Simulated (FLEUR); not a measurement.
**RbBr under changes of volume**

One of the cells (40.248 Å³/atom); the others are scaled copies at fixed shape and fractional positions:

```
Rb Br
1.0
     0.00000    3.42700    3.42700
     3.42700    0.00000    3.42700
     3.42700    3.42700    0.00000
Rb Br
1 1
Direct
  0.00000 0.00000 0.00000
  0.50000 0.50000 0.50000
```

```yaml
Program: FLEUR MaX-R8.1 (later development tree)
Functional: LDA
Potentials_or_basis: all-electron
Basis: FLAPW
Kmax: 4.1 1/bohr
k_mesh: 7 × 7 × 7
Occupations: fermi-dirac, width 0.05 eV
Spin: no spin polarisation
```

```tsv
volume (Å³/atom)	energy over the lowest point (meV/atom)	gap on the mesh (eV)
37.833	0.00	4.11
38.638	2.72	4.05
40.248	12.60	3.95
41.858	27.20	3.86
42.663	?	?
```

Task: What does the run at 42.663 Å³/atom give?

Result: Energy over the lowest point 35.90 meV/atom; gap on the mesh 3.82 eV.

Worked out: A Birch-Murnaghan fit of order 2 (a polynomial in V^(-2/3)) to the other rows has its minimum at 36.93 Å³/atom, just outside them, with B0 = V·E''(V) = 17.0 GPa. It gives 36.02 meV/atom at 42.663 Å³/atom, against the run's 35.90. A straight line through the other rows of the gap, of slope -2.46 eV per unit of ln V (its deformation potential), extrapolates to 3.81 eV, against the run's 3.82.

Energies are extrapolated to zero smearing.

Caveats: an odd mesh through Γ misses points on the zone boundary, where band edges often lie (some runs).

Spin-orbit coupling on Br, Rb is left out.
